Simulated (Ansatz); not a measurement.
The elements of this relaxed trial crystal are hidden behind letters.

```
lattice vectors (Å)
   4.8928   -3.0014    0.0000
   4.8928    3.0014    0.0000
  -0.0141    0.0000    6.4128
fractional positions
X 0.0007 0.5009 0.8210
X 0.4991 0.9993 0.1790
Z 0.5001 0.4999 0.5000
Q 0.7554 0.4403 0.6454
Q 0.7988 0.7993 0.0004
Q 0.4377 0.7523 0.3509
Q 0.2007 0.2012 0.9996
Q 0.5597 0.2446 0.3546
Q 0.2477 0.5623 0.6491
```

The calculation used DFT PBE, scalar-relativistic, plane waves, PAW (Ansatz). Cutoff 420 eV, Γ-centred 6×6×4 mesh (9-atom cell), Gaussian smearing of 0.02 eV, no spin polarisation.

| Property | Result |
| --- | --- |
| Space group | C2 (No. 5) |
| Conventional cell | a = 9.786 Å, b = 6.003 Å, c = 6.413 Å, β = 90.1° |
| Volume per atom | 20.93 Å³ |
| Density | 4.24 g/cm³ |
| Energy over the elements | −3.077 eV/atom |
| Gap on the 6×6×4 mesh of the 9-atom cell | 4.61 eV |

Energies are uncorrected and count from the elements' standard states at the same level.

Q: X is a d-block element of period 6, Z is a p-block element of period 3 and Q is a p-block element of period 2. Which elements are they?

A: X = Hf, Z = Si, Q = O, so the formula is Hf2SiO6. Density times volume gives a mean mass of 4.24 × 20.93/1.6605 = 53.4 u per atom, and this set has 53.5 u. Hf is surrounded by 4 O at 1.95 Å; Si is surrounded by 4 O at 1.64 Å; O on its first site has 1 Si at 1.64 Å and 1 Hf at 1.95 Å; 2 more sites not described. Other sets within the hints have nearly the same mass, so mass alone doesn't settle it; this one was computed.

Spin–orbit coupling, which can matter for Hf, is left out. Kohn–Sham gaps at this level usually fall short of measured ones. A later test with randomly moved atoms came back to the same energy, though modes that don't fit the test's cell weren't probed.
